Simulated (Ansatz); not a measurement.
**TaN: hydrostatic pressure series**

Level of theory: Ansatz 0.2.0, DFT r2SCAN, scalar-relativistic, plane waves, PAW. Run with 500 eV cutoff, 18×18×14 k-mesh, Gaussian smearing of 0.10 eV, no spin polarisation.

Starting point, cell and atoms relaxed:

```yaml
crystal:
  lattice:
    - [2.93615, 0.00000, 0.00000]
    - [-1.46808, 2.54278, 0.00000]
    - [0.00000, 0.00000, 2.88462]
  atoms:
    - { symbol: Ta, position: [0.33333, 0.66667, 0.50000] }
    - { symbol: N, position: [0.00000, 0.00000, 0.00000] }
```

Cell and atoms are relaxed at each pressure within the symmetry of the start, at zero temperature, so transitions that lower the symmetry aren't seen. The k-mesh given is that at zero pressure and may differ at others. a, b and c are the lengths of the cell vectors above. ΔH is E + PV over the energy at zero pressure.

Spin–orbit coupling is left out, which can shift energies with elements as heavy as these.

```
P (GPa) V (Å³/atom) V/V0  a (Å) b (Å) c (Å)  ΔH (eV/atom)
     -2        10.83  1.006  2.942  2.942  2.889        -0.135
      0        10.77  1.000  2.936  2.936  2.885         0.000
      2        10.71  0.994  2.930  2.930  2.880         0.134
      5        10.62  0.987  2.922  2.922  2.873         0.334
     10            ?      ?      ?      ?      ?             ?
     20            ?      ?      ?      ?      ?             ?
     40         9.83  0.912  2.843  2.843  2.808         2.562
```

Question: What stands in the row for 10 GPa?

Answer: V 10.49 Å³/atom; V/V0 0.974; a 2.909 Å; b 2.909 Å; c 2.862 Å; ΔH 0.663 eV/atom.

Question: What stands in the row for 20 GPa?

Answer: V 10.24 Å³/atom; V/V0 0.951; a 2.885 Å; b 2.885 Å; c 2.843 Å; ΔH 1.310 eV/atom.

This form isn't the usual stable structure of the compound.